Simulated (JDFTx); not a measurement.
# ZnO (Pm-3m) in JDFTx: convergence with rho ratio

Aim: find how far rho ratio must go before the results for ZnO settle, at PBE. This setting moves, with any that are tied to it; all else stays.

Program: JDFTx 1.7.0 (patched build). These are calculated values, not measurements. Logs are shortened: lines on timing, memory, paths and dates and some standing lists are left out, and cuts for length are marked. The log counts tension as positive stress, the text compression.

## (1) The structure

It takes space group Pm-3m (No. 221, cubic). The conventional cell has a = 2.688 Å, b = 2.688 Å, c = 2.688 Å, α = 90.00°, β = 90.00°, γ = 90.00°. Zn (site symmetry m-3m) is surrounded by 8 O at 2.33 Å. O (site symmetry m-3m) has 8 Zn at 2.33 Å as nearest neighbours.

The cell was built by a generator and needn't be a form met in nature.

## (2) With rho ratio 4

ZnO.in reads:

```
include ZnO.lattice
coords-type Lattice
include ZnO.ionpos

ion-species pseudo/Zn.upf
ion-species pseudo/O.upf
elec-cutoff 42
elec-ex-corr gga-PBE
kpoint-folding 10 10 10
elec-smearing Fermi 0.0018374661
elec-n-bands 19
electronic-SCF nIterations 100 energyDiffThreshold 1e-09
electronic-minimize nIterations 30 energyDiffThreshold 1e-7
forces-output-coords Cartesian

dump-name run.$VAR
dump End Ecomponents EigStats BandEigs Kpoints Forces Stress
```

ZnO.lattice reads:

```
lattice \
    5.0799806655     0.0000000000     0.0000000000 \
    0.0000000000     5.0799806655     0.0000000000 \
    0.0000000000     0.0000000000     5.0799806655
```

ZnO.ionpos reads:

```
ion Zn     0.0000000000     0.0000000000     0.0000000000 1
ion O      0.5000000000     0.5000000000     0.5000000000 1
```

Potentials or basis: PseudoDojo-SR-PBE-0.4.1-standard with smoothed tails.

Command:

```console
> jdftx -c 1 -i ZnO.in -o ZnO.out
```

The program printed:

```text
*************** JDFTx 1.7.0 (patched build) ***************

Input parsed successfully to the following command list (including defaults):
[... the input with its defaults ...]

---------- Setting up symmetries ----------

Found 48 point-group symmetries of the bravais lattice
Found 48 space-group symmetries with basis
Applied RMS atom displacement 0 bohrs to make symmetries exact.

---------- Initializing the Grid ----------
R =
[      5.07998            0            0  ]
[            0      5.07998            0  ]
[            0            0      5.07998  ]
unit cell volume = 131.095
G =
[    1.23685          0          0  ]
[          0    1.23685          0  ]
[          0          0    1.23685  ]
Minimum fftbox size, Smin = [  32  32  32  ]
Chosen fftbox size, S = [  32  32  32  ]

---------- Exchange Correlation functional ----------
Initalized PBE GGA exchange.
Initalized PBE GGA correlation.

---------- Setting up pseudopotentials ----------
Width of ionic core gaussian charges (only for fluid interactions / plotting) set to 0

Reading pseudopotential file 'pseudo/Zn.upf':
  'Zn' pseudopotential, 'PBE' functional
  Generated using ONCVPSP code by D. R. Hamann
  20 valence electrons, 4 orbitals, 6 projectors, 1001 radial grid points, with lMax = 2
    3S    l: 0   occupation:  2.0   eigenvalue: -4.749201
    3P    l: 1   occupation:  6.0   eigenvalue: -3.064985
    3D    l: 2   occupation: 10.0   eigenvalue: -0.372654
    4S    l: 0   occupation:  2.0   eigenvalue: -0.219719
  Core radius for overlap checks: 1.79 bohrs.

Reading pseudopotential file 'pseudo/O.upf':
  'O' pseudopotential, 'PBE' functional
  Generated using ONCVPSP code by D. R. Hamann
  6 valence electrons, 2 orbitals, 5 projectors, 936 radial grid points, with lMax = 2
    2S    l: 0   occupation:  2.0   eigenvalue: -0.880572
    2P    l: 1   occupation:  4.0   eigenvalue: -0.331869
  Core radius for overlap checks: 1.39 bohrs.

Initialized 2 species with 2 total atoms.
[... 37 lines left out ...]
SCF: Cycle:  0   F: -222.541577774275311   dF: -2.533e-02   |Residual|: 4.680e-02   |deigs|: 8.481e-02
	FillingsUpdate:  mu: +0.501772259  nElectrons: 26.000000
SCF: Cycle:  1   F: -222.544741237805994   dF: -3.163e-03   |Residual|: 1.569e-02   |deigs|: 1.178e-02
	FillingsUpdate:  mu: +0.504917213  nElectrons: 26.000000
SCF: Cycle:  2   F: -222.544891122291176   dF: -1.499e-04   |Residual|: 5.362e-03   |deigs|: 2.000e-03
	FillingsUpdate:  mu: +0.505370334  nElectrons: 26.000000
SCF: Cycle:  3   F: -222.544894463151820   dF: -3.341e-06   |Residual|: 1.020e-03   |deigs|: 9.619e-04
	FillingsUpdate:  mu: +0.505144427  nElectrons: 26.000000
SCF: Cycle:  4   F: -222.544895219828732   dF: -7.567e-07   |Residual|: 2.912e-04   |deigs|: 3.650e-04
	FillingsUpdate:  mu: +0.505170488  nElectrons: 26.000000
SCF: Cycle:  5   F: -222.544895273076008   dF: -5.325e-08   |Residual|: 1.386e-04   |deigs|: 2.998e-04
	FillingsUpdate:  mu: +0.505165138  nElectrons: 26.000000
SCF: Cycle:  6   F: -222.544895285931148   dF: -1.286e-08   |Residual|: 5.595e-05   |deigs|: 8.793e-04
	FillingsUpdate:  mu: +0.505155338  nElectrons: 26.000000
SCF: Cycle:  7   F: -222.544895288212501   dF: -2.281e-09   |Residual|: 4.817e-06   |deigs|: 2.646e-04
	FillingsUpdate:  mu: +0.505154933  nElectrons: 26.000000
SCF: Cycle:  8   F: -222.544895288444792   dF: -2.323e-10   |Residual|: 3.512e-06   |deigs|: 1.958e-04
	FillingsUpdate:  mu: +0.505154466  nElectrons: 26.000000
SCF: Cycle:  9   F: -222.544895288496207   dF: -5.141e-11   |Residual|: 2.212e-06   |deigs|: 1.638e-04
SCF: Converged (|Delta E|<1.000000e-09 for 2 iters).

Setting wave functions to eigenvectors of Hamiltonian

# Stress tensor in Cartesian coordinates [Eh/a0^3]:
[  2.19215e-05            0            0  ]
[            0  2.19215e-05            0  ]
[            0            0  2.19215e-05  ]

# Ionic positions in lattice coordinates:
ion Zn   0.000000000000000   0.000000000000000   0.000000000000000 1
ion O   0.500000000000000   0.500000000000000   0.500000000000000 1

# Forces in Cartesian coordinates:
force Zn   0.000000000000000   0.000000000000000  -0.000000000000000 1
force O   0.000000000000000   0.000000000000000  -0.000000000000000 1

# Energy components:
   Eewald =     -140.7019463251820071
       EH =       70.5890114472532133
     Eloc =     -181.5921546704632590
      Enl =      -50.8351949905034246
      Exc =      -26.6731840520316723
 Exc_core =        3.0070778970350971
       KE =      103.6615173447941203
-------------------------------------
     Etot =     -222.5448733490978839
       TS =        0.0000219393983174
-------------------------------------
        F =     -222.5448952884962068

IonicMinimize: Iter:   0  F: -222.544895288496207  |grad|_K:       -nan
IonicMinimize: None of the convergence criteria satisfied after 0 iterations.

#--- Lowdin population analysis ---
# oxidation-state Zn +1.346
# oxidation-state O -1.147

Dumping 'run.eigStats' ...
	eMin: -4.088736 at state 0 ( [ +0.000000 +0.000000 +0.000000 ] spin 0 )
	HOMO: +0.498753 at state 5 ( [ +0.000000 +0.000000 +0.500000 ] spin 0 )
	mu  : +0.505154
	LUMO: +0.515279 at state 1 ( [ +0.000000 +0.000000 +0.100000 ] spin 0 )
	eMax: +1.414452 at state 18 ( [ +0.000000 +0.400000 +0.400000 ] spin 0 )
	HOMO-LUMO gap: +0.016526
	Optical gap  : +0.055361 at state 1 ( [ +0.000000 +0.000000 +0.100000 ] spin 0 )
Done!
[note: the HOMO, LUMO and gaps printed at the end count levels as full or empty at half filling, so they show a gap where a level is partly filled]
```

It took 30 s on 1 thread of Intel Xeon Platinum 8375C at 2.90GHz (Ice Lake), shared host; peak memory 0.11 GiB.

What came out:

```
Free energy            : -6055.7551 eV
Pressure               : -0.6 GPa
Band gap on the k mesh : none (metal or under the smearing width)
Loewdin charges        : Zn +1.35; O -1.15 e
```

## (3) With rho ratio 5

ZnO.in: that of step 2 with these lines changed.

```diff
@@ -6,3 +6,3 @@
 ion-species pseudo/O.upf
-elec-cutoff 42
+elec-cutoff 42 210
 elec-ex-corr gga-PBE
```

ZnO.lattice is that of step 2.

ZnO.ionpos is that of step 2.

Potentials or basis: PseudoDojo-SR-PBE-0.4.1-standard with smoothed tails.

Command:

```console
> jdftx -c 1 -i ZnO.in -o ZnO.out
```

Wall time 31 s (1 thread of Intel Xeon Platinum 8375C at 2.90GHz (Ice Lake), shared host); peak memory 0.11 GiB.

The run converged. Its results:

| Quantity | Value |
| --- | --- |
| Free energy | -6055.7559 eV |
| Pressure | -0.6 GPa |
| Band gap on the k mesh | none (metal or under the smearing width) |
| Loewdin charges | Zn +1.35; O -1.15 e |

## (4) With rho ratio 6

ZnO.in: that of step 3 with these lines changed.

```diff
@@ -6,3 +6,3 @@
 ion-species pseudo/O.upf
-elec-cutoff 42 210
+elec-cutoff 42 252
 elec-ex-corr gga-PBE
```

ZnO.lattice is that of step 3.

ZnO.ionpos is that of step 3.

Command:

```console
> jdftx -c 1 -i ZnO.in -o ZnO.out
```

Wall time 31 s (1 thread of Intel Xeon Platinum 8375C at 2.90GHz (Ice Lake), shared host); peak memory 0.11 GiB.

It converged, with:

```yaml
Free_energy: -6055.7557 eV
Pressure: -0.6 GPa
Band_gap_on_the_k_mesh: none (metal or under the smearing width)
Loewdin_charges: Zn +1.35; O -1.15 e
```

## (5) With rho ratio 8

ZnO.in: that of step 4 with these lines changed.

```diff
@@ -6,3 +6,3 @@
 ion-species pseudo/O.upf
-elec-cutoff 42 252
+elec-cutoff 42 336
 elec-ex-corr gga-PBE
```

ZnO.lattice is that of step 4.

ZnO.ionpos is that of step 4.

Command:

```console
> jdftx -c 1 -i ZnO.in -o ZnO.out
```

Wall time 32 s (1 thread of Intel Xeon Platinum 8375C at 2.90GHz (Ice Lake), shared host); peak memory 0.12 GiB.

The run converged. Its results:

| Quantity | Value |
| --- | --- |
| Free energy | -6055.7558 eV |
| Pressure | -0.6 GPa |
| Band gap on the k mesh | none (metal or under the smearing width) |
| Loewdin charges | Zn +1.35; O -1.15 e |

## (6) With rho ratio 10

ZnO.in: that of step 5 with these lines changed.

```diff
@@ -6,3 +6,3 @@
 ion-species pseudo/O.upf
-elec-cutoff 42 336
+elec-cutoff 42 420
 elec-ex-corr gga-PBE
```

ZnO.lattice is that of step 5.

ZnO.ionpos is that of step 5.

Potentials or basis: PseudoDojo-SR-PBE-0.4.1-standard with smoothed tails.

Command:

```console
> jdftx -c 1 -i ZnO.in -o ZnO.out
```

Wall time 36 s (1 thread of Intel Xeon Platinum 8375C at 2.90GHz (Ice Lake), shared host); peak memory 0.12 GiB.

It converged, with:

```yaml
Free_energy: -6055.7558 eV
Pressure: -0.6 GPa
Band_gap_on_the_k_mesh: none (metal or under the smearing width)
Loewdin_charges: Zn +1.35; O -1.15 e
```

## (7) Summary

| rho ratio | energy less the tightest run, at zero smearing (meV/atom) | SCF cycles | CPU time (s) | peak memory (GiB) |
| --- | --- | --- | --- | --- |
| 4 | 0.33 | 10 | 30 | 0.11 |
| 5 | -0.08 | 10 | 31 | 0.11 |
| 6 | 0.03 | 10 | 31 | 0.11 |
| 8 | 0.00 | 10 | 32 | 0.12 |
| 10 | 0.00 | 10 | 36 | 0.12 |

Against the tightest run, the energy stays within 1 meV/atom from 4 on. The tightest run that finished is the yardstick and may itself not be fully converged.
